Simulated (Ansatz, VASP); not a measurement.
# InAs in two plane-wave programs

Aim: how closely do two programs agree when they are given the same cell, functional and k mesh? The cell is taken from a series of runs on this material, whose earlier steps may have relaxed, scaled, displaced or heated it; both programs get it as it stands.

Method: plane waves, with VASP 6.6.1 beside it; zone-centre phonons at LDA, in Ansatz 0.2.0.

## (1) Set-up

It takes space group Imm2 (No. 44, orthorhombic). Conventional cell: a = 4.260 Å, b = 4.346 Å, c = 5.957 Å, α = 90.00°, β = 90.00°, γ = 90.00°. Nearest to As lie 4 In at 2.61 to 2.62 Å. Nearest to In lie 4 As at 2.61 to 2.62 Å. Farther neighbours are not listed.

## (2) Ansatz: zone-centre phonons, LDA

Ansatz runs on its PAW soft_1 files.

Second derivatives magnify differences that forces hide, and they need a tight electronic threshold.

Contents of input.yaml:

```yaml
crystal:
  lattice:
    - [0.0302421251, 3.0428028973, 2.9784939145]
    - [3.0428028973, 0.0302421251, 2.9784939145]
    - [3.0730450224, 3.0730450224, 0.0]
  atoms:
    - { symbol: As, position: [0.7516852288, 0.7516852288, 0.7482830852] }
    - { symbol: In, position: [-0.0016852288, -0.0016852288, 0.0017169148] }
kpoints:
  mp_grid: { grid: [12, 12, 12], shift: [0.5, 0.5, 0.5] }
hamiltonian:
  xc: lda
  pseudopotentials: { kind: paw, azcp: { folder: soft_1 }, xc_functional: pbe }
scf:
  occupations: { method: gaussian, width: 0.015 }
output:
  eigenvalues: true
phonons:
  method: dfpt
```

On the command line:

```sh
> ansatz run input.yaml --threads 4 --pin off --max-ram 10240MiB --backend cpu --events-out ev --progress --plain --runs-dir out
```

Numbers of over 12 decimals in the logs are rounded to 6 here.

What it wrote:

```text
Engine: ansatz 0.2.0, aarch64-unknown-linux-gnu
Pseudopotentials: kind: paw
Pseudopotential: As, paw, valence charge 15, recommended cutoff 420 eV (normal), soft_1/As.paw.azcp
Pseudopotential: In, paw, valence charge 13, recommended cutoff 420 eV (normal), soft_1/In.paw.azcp
Functional definition: SPW92
  exchange = slater_x
  correlation = pw_c
Crystal: 2 atoms, lattice volume = 55.148 Å³
Basis set: ecut = 420 eV, 1077 PW (Γ), exchange–correlation on 60×60×60 points (8 copies of the dense FFT grid, shifted against one another)
Bands: 18, of which v1, the nominal top of the filled ones, is band 14 counted from 1 (13 counted from 0)
Symmetry: 2 space group operations
k-points: 864 of 1728 (irreducible under 1 space group operation, time reversal used)
Non-local potential: As, projectors of the file, l = 0: 2, l = 1: 2, l = 2: 3, l = 3: 1
Non-local potential: In, projectors of the file, l = 0: 2, l = 1: 2, l = 2: 2, l = 3: 1
PAW form: soft (Blöchl's): semilocal exchange-correlation on the pseudo side does not see the compensation charge
PAW frozen core: As, regenerated for the run's functional, and the local potential with it (the file was generated under x = pbe(κ = 0.804, μ = 0.219515), c = pbe(β = 0.066725))
PAW frozen core: In, regenerated for the run's functional, and the local potential with it (the file was generated under x = pbe(κ = 0.804, μ = 0.219515), c = pbe(β = 0.066725))
PAW one-centre angular grid: As, 590 points (default); XC on 64 Gauss nodes
PAW one-centre angular grid: In, 590 points (default); XC on 64 Gauss nodes
Initial density: superposition of atomic densities (chi_scale 0.1, normalization cell, long waves kept (reshape's long-wave potential 0.00 eV rms))
Initial wavefunctions: pseudopotential atomic-orbital guess
Functional: x = slater, c = lda
SCF iter   1: F=—  HF=-10231.423128 eV  |F-HF|=—  |Δ(HF+E_count)|=         —  Δρ=2.77e-2  dr2=3.77e-1  ethr=3.10e-3  ⟨swp⟩=6.0  Hψ=78197  notcnv=0
preconditioner: auto → none  [insulator: Δε(μ)=0.376 eV  Ē_g=14.670 eV  σ=0.015 eV  W_gap=1.00  n_scr=14 (ndim 8)  ℏωp=21.2 eV  f_vac=0.007  D(μ)=0.00/eV (n_scr^D=0)  ε∞_Penn≈3.1]
SCF iter   2: F=—  HF=-10231.315661 eV  |F-HF|=—  |Δ(HF+E_count)|=   1.07e-1  Δρ=1.24e-2  dr2=6.30e-2  ethr=1.35e-3  ⟨swp⟩=2.0  Hψ=25920  notcnv=0
SCF iter   3: F=—  HF=-10231.300870 eV  |F-HF|=—  |Δ(HF+E_count)|=   1.48e-2  Δρ=2.51e-3  dr2=7.82e-3  ethr=2.25e-4  ⟨swp⟩=3.1  Hψ=28496  notcnv=0
SCF iter   4: F=—  HF=-10231.297599 eV  |F-HF|=—  |Δ(HF+E_count)|=   3.27e-3  Δρ=6.61e-4  dr2=1.14e-4  ethr=2.79e-5  ⟨swp⟩=3.0  Hψ=34166  notcnv=0
SCF iter   5: F=—  HF=-10231.297623 eV  |F-HF|=—  |Δ(HF+E_count)|=   2.43e-5  Δρ=1.75e-4  dr2=5.70e-6  ethr=4.08e-7  ⟨swp⟩=3.0  Hψ=30268  notcnv=0
SCF iter   6: F=—  HF=-10231.297628 eV  |F-HF|=—  |Δ(HF+E_count)|=   5.06e-6  Δρ=1.74e-5  dr2=1.33e-7  ethr=2.04e-8  ⟨swp⟩=2.0  Hψ=27593  notcnv=0
SCF iter   7: F=—  HF=-10231.297628 eV  |F-HF|=—  |Δ(HF+E_count)|=   2.66e-8  Δρ=6.34e-6  dr2=2.38e-8  ethr=4.75e-10  ⟨swp⟩=2.0  Hψ=27648  notcnv=0
SCF iter   8: F=—  HF=-10231.297628 eV  |F-HF|=—  |Δ(HF+E_count)|=   1.09e-8  Δρ=5.82e-7  dr2=8.53e-11  ethr=8.52e-11  ⟨swp⟩=2.0  Hψ=23321  notcnv=0
SCF iter   9: F=-10231.297628 eV  HF=-10231.297628 eV  |F-HF|=1.46e-11  |Δ(HF+E_count)|=  1.82e-12  Δρ=1.45e-7  dr2=9.76e-12  ethr=1.00e-12  ⟨swp⟩=6.0  Hψ=69981  notcnv=0
SCF 1 converged in 9 iterations: F = -10231.297628 eV  dr2 = 9.76e-12
  greatest PAW one-centre occupation: 0.999 electrons in one spin orbital (limit 2), on the As atom at site 0 (counted from 0), in its partial waves of l = 2
DFPT response loops at Γ: preconditioner auto → none (the input reference at scf.mixing.eps_inf says where Resta's filter doesn't serve); β = 0.50; Broyden in place of MSR1
SCF converged after 9 iterations
Free energy (F): -10231.297628 eV
Harris-Foulkes:  -10231.297628 eV  (|F-HF|=1.46e-11)
Internal energy: -10231.297628 eV  (E = F + TS)
E sigma→0 (E₀):  -10231.297628 eV
Fermi energy:    7.547751 eV
--- Per-component energies (eV) ---
  E_band       = -326.474455
  E_kinetic    = 318.333199
  E_local      = -3482.448848  (includes V_loc(G=0)·N_el)
  E_nonlocal   = -59.475461
  E_hartree    = 1729.484900
  E_xc         = -212.272616
  E_vxc        = -164.598593  (∫ρ·V_xc dr)
  E_paw        = -6001.828986  (= ΣΔE_a)
  E_vpaw       = -397.254484  (= ΣTr[D̂ρ^β])
  E_aug_tail   = 0.000082  (compensation charges beyond the density's cutoff)
  E_ewald      = -2525.449662
  E_core_change = 2.359764  (= ΣΔE_core)
  E_smearing   = -0.000000  (= −TS)
  E_closure    = 0.000000  (closes the sum)
  Σ components = -10231.297628   (vs F -10231.297628, Δ=0.00e0)
--- Band table (eV; the first three rows and the last of 864) ---
  k-point 0: bands = [... 10 lower, -4.5427, 6.5490, 7.3725, 7.3963, 7.6992, 11.1604, 11.2360, 11.3757]
  k-point 1: bands = [... 10 lower, -4.4493, 5.6671, 7.1390, 7.3421, 8.3256, 11.1778, 11.4567, 11.5509]
  k-point 2: bands = [... 10 lower, -4.2229, 4.5107, 6.8270, 7.1326, 8.7010, 11.5798, 11.7128, 11.9418]
  k-point 863: bands = [... 10 lower, -3.0410, 1.5788, 6.1190, 6.3949, 8.2647, 11.8409, 12.1001, 14.1401]
--- Phonons (Γ-DFPT): 4 representative perturbations + reference, on 864 of 1728 k-points (Σ response iterations 12) ---
  k mesh reduced under 1 symmetry operation, with k and −k counted as one. Each operation leaves every solved perturbation unchanged. A smaller set is not used because it would not reduce the number of displacements times k-points to solve
  ASR residual: 7.973e-5 → 0.000e0 eV/Å²; symmetrization residual: 2.127e-5 eV/Å²
  ASR residual per site (eV/Å²): 7.97e-5 6.12e-5
  Γ frequencies (cm⁻¹): 0.00 0.00 0.00 211.44 211.62 214.82
  non-analytic LO–TO correction: not included (Born effective charges unavailable; polar crystals: no LO–TO splitting at Γ)
```

Reading the cycles: dr2 is the Hartree energy of the density residual (eV), the measure of convergence; HF is the Harris–Foulkes estimate of the energy, which meets the free energy F at convergence.

[end of part 1 of 3]

[Lines on the potential files, build, host, timing and source positions are cut from VASP's logs without a mark.]

[Logs are printed without paths, hosts, clocks, repeated set-up lines and the standing remarks that a program may print on its own settings, such as how far it seeks lower states.]

[Hosts, paths, dates, database ids (printed as entryN), source tags and the programs' standing remarks are cut or masked in the printed files.]
